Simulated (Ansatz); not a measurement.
BaTiO3:

```
CELL_PARAMETERS angstrom
2.82767 1.63255 2.31773
-2.82767 1.63255 2.31773
0.00000 -3.26511 2.31773
ATOMIC_POSITIONS crystal
Ba 0.03347 0.98847 0.00184
Ti 0.50610 0.52748 0.53723
O 0.48625 0.49715 0.97115
O 0.47409 0.98642 0.47201
O 0.97879 0.47918 0.49647
```

* Program: Ansatz 0.2.0
* Task: relaxation of cell and atoms
* Functional: r2SCAN
* Dispersion: rVV10
* Potentials or basis: Ansatz PAW
* Cutoff: 500 eV (not typed: the program's choice for these potentials)
* k mesh: 7 × 7 × 7
* Occupations: fermi-dirac, width 0.05 eV
* Spin: no spin polarisation

At the start: volume 12.84 Å³/atom.

**Question.** How do energy, volume and symmetry change on relaxing?

**Answer.** It ends after 8 steps; space group R3m (No. 160, to 0.05 Å).

The path:
```tsv
step	energy change (eV)	largest force (eV/Å)	volume (Å³)
1	0.0000	2.2374	64.20
2	-0.1812	0.9941	65.46
3	-0.2219	0.0204	62.37
4	-0.2571	0.0612	64.32
5	-0.2586	0.0176	64.18
6	-0.2586	0.0090	64.22
7	-0.2586	0.0004	64.21
8	-0.2587	0.0004	64.21
```

Final structure:
```
Ba Ti O
1.0
     2.82784    1.63264    2.31803
    -2.82771    1.63257    2.31791
     0.00001   -3.26532    2.31805
Ba Ti O
1 1 3
Direct
  0.00167 0.00165 0.00167
  0.51384 0.51381 0.51385
  0.49033 0.49034 0.98252
  0.49033 0.98255 0.49032
  0.98253 0.49034 0.49033
```

Caveat: the plane-wave basis is chosen anew once the cell has moved, so the energies of steps on either side of that aren't comparable; the PAW data sets come from PBE, with cores solved anew for the run's functional, which leaves a small shift of forces and pressure.
